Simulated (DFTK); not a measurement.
**Zn in DFTK: convergence with tol**

Crystal: Zn.

```
Zn
1.0
     2.67000    0.00000    0.00000
    -1.33500    2.31229    0.00000
     0.00000    0.00000    4.96600
Zn
2
Direct
  0.66667 0.33333 0.75000
  0.33333 0.66667 0.25000
```

| Quantity | Value |
| --- | --- |
| Program | DFTK 0.8.2 |
| Task | convergence study |
| Functional | LDA |
| Potentials or basis | cp2k.nc.sr.lda.v0_1.largecore.gth (LDA, GTH, large core) |
| Cutoff | 544 eV |
| k mesh | 7 × 7 × 4 |
| Occupations | fermi-dirac, width 0.15 eV |
| Spin | no spin polarisation |

These are the settings of the first run; the series varies tol, with any setting tied to it.

Hardware: 1 thread of Intel(R) Xeon(R) Platinum 8259CL CPU @ 2.50GHz (Skylake/Cascade Lake), with other jobs on the host.

```
   tol  energy less the tightest run, at zero smearing (meV/atom)  SCF cycles
   0.1                                                       3.03           1
  0.01                                                       0.00           3
 0.001                                                       0.00           4
0.0001                                                       0.00           5
 1e-05                                                       0.00           6
 1e-06                                                       0.00           7
 1e-08                                                       0.00           9
```

Against the tightest run, the energy stays within 1 meV/atom from 0.01 on. The tightest run that finished is the yardstick and may itself not be fully converged.

Caveat, for the tightest run too: the k mesh is coarse (spacing up to 0.39 Å⁻¹), so the values aren't converged; the cutoff is short for these potentials, so energies and forces aren't converged, fitted volumes are rough and the log's stress (off by 3 to 10 GPa or more in trials) isn't used.
